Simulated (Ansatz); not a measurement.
# SiO2: a hydrostatic pressure series

An exercise on one series of results from a longer session: the logs are not shown, and one member is left open.

Computed with Ansatz 0.2.0 (DFT r2SCAN, scalar-relativistic, plane waves, PAW, unless a step's input says otherwise).

2 further runs of the same task are left out: 2 set aside as unsound or not needed.

### Starting point

The structure is hexagonal, space group P6_322 (No. 182). Conventional cell: a = 5.036 Å, b = 5.036 Å, c = 8.565 Å, α = 90.00°, β = 90.00°, γ = 120.00°. Si (site symmetry 3) has 4 O at 1.60 to 1.61 Å in its first shell of neighbours. Around O (site symmetry 2) lie 2 Si at 1.61 Å. O (site symmetry 32) is surrounded by 2 Si at 1.60 Å.

Structure file:

```
CELL_PARAMETERS angstrom
5.03608 0.00000 0.00000
-2.51804 4.36137 0.00000
0.00000 0.00000 8.56508
ATOMIC_POSITIONS crystal
Si 0.66667 0.33333 0.93705
Si 0.66667 0.33333 0.56295
Si 0.33333 0.66667 0.06295
Si 0.33333 0.66667 0.43705
O 0.00000 0.41331 0.00000
O 0.41331 0.41331 0.50000
O 0.58669 0.00000 0.50000
O 0.58669 0.58669 0.00000
O 0.00000 0.58669 0.50000
O 0.66667 0.33333 0.75000
O 0.33333 0.66667 0.25000
O 0.41331 0.00000 0.00000
```

It goes back to an entry of the Materials Project, which need not be the stable form.

It is the result of an earlier relaxation at this level (volume 15.68 Å³/atom; gap on the mesh: 6.18 eV).

The first run:

The input, input.yaml:

```yaml
crystal:
  lattice:
    - [5.0838560441, 0.0, 0.0]
    - [-2.541928022, 4.4027484834, 0.0]
    - [0.0, 0.0, 8.646340622]
  atoms:
    - { symbol: Si, position: [0.6666666667, 0.3333333333, 0.9370460701] }
    - { symbol: Si, position: [0.6666666667, 0.3333333333, 0.5629539299] }
    - { symbol: Si, position: [0.3333333333, 0.6666666667, 0.0629539299] }
    - { symbol: Si, position: [0.3333333333, 0.6666666667, 0.4370460701] }
    - { symbol: O, position: [0.0, 0.4133082063, 0.0] }
    - { symbol: O, position: [0.4133082063, 0.4133082063, 0.5] }
    - { symbol: O, position: [0.5866917937, 0.0, 0.5] }
    - { symbol: O, position: [0.5866917937, 0.5866917937, 0.0] }
    - { symbol: O, position: [0.0, 0.5866917937, 0.5] }
    - { symbol: O, position: [0.6666666667, 0.3333333333, 0.75] }
    - { symbol: O, position: [0.3333333333, 0.6666666667, 0.25] }
    - { symbol: O, position: [0.4133082063, 0.0, 0.0] }
basis:
  ecutwfc: 500
kpoints:
  mp_grid: { grid: [6, 6, 4] }
hamiltonian:
  xc: r2scan
scf:
  occupations: { method: gaussian, width: 0.02 }
output:
  forces: true
  stress: true
  eigenvalues: true
relax:
  adjacent_minimum: "off"
  f_tol: 0.008
  max_steps: 50
  cell: { stress_tol: 0.08, p_target: -3.0 }
```

Started as:

```bash
ansatz run input.yaml --threads 2 --pin off --max-ram 5120MiB --backend cpu --events-out ev --progress --plain --runs-dir out
```

Among the steps run: Target pressure -3 GPa; Band edges over the zone at -3 GPa; Relaxing at 3 GPa; Seeking the band edges at 3 GPa; Target pressure 8 GPa; The gap over the whole zone at 8 GPa; Relaxing at 15 GPa; Seeking the band edges at 15 GPa; Relaxing at 30 GPa; Seeking the band edges at 30 GPa.

One table of the session follows, with a row left open; its other results are not shown here.

Lengths are those of the vectors of the cell that was run:

| P (GPa) | V (Å³/atom) | a (Å) | b (Å) | c (Å) | ΔH (eV/atom) |
| --- | --- | --- | --- | --- | --- |
| -3 | 17.23 | 5.270 | 5.270 | 8.597 | -0.308 |
| 0 | 15.68 | 5.036 | 5.036 | 8.565 | 0.000 |
| 3 | ? | ? | ? | ? | ? |
| 8 | 13.48 | 4.688 | 4.688 | 8.495 | 0.718 |
| 15 | 12.60 | 4.556 | 4.556 | 8.414 | 1.286 |
| 30 | 11.51 | 4.399 | 4.399 | 8.237 | 2.410 |

**Question.** Estimate the row for P (GPa) = 3.

Worked estimate for «V (Å³/atom)». A straight line through the neighbours (0, 15.68) and (8, 13.48) gives 15.68 + (13.48 − 15.68) × (3 − 0) / (8 − 0) = 14.86; a parabola fitted to 4 rows on both sides gives 14.72.

**Answer.** V (Å³/atom): 14.55; a (Å): 4.858; b (Å): 4.858; c (Å): 8.542; ΔH (eV/atom): 0.282. In «V (Å³/atom)» the line misses by +0.31 and the parabola by +0.17.

ΔH is E + PV over the energy at zero pressure; a, b and c are the vectors of the computed cell.

To keep in mind: Other structures may take over in this range; these runs cannot find them.
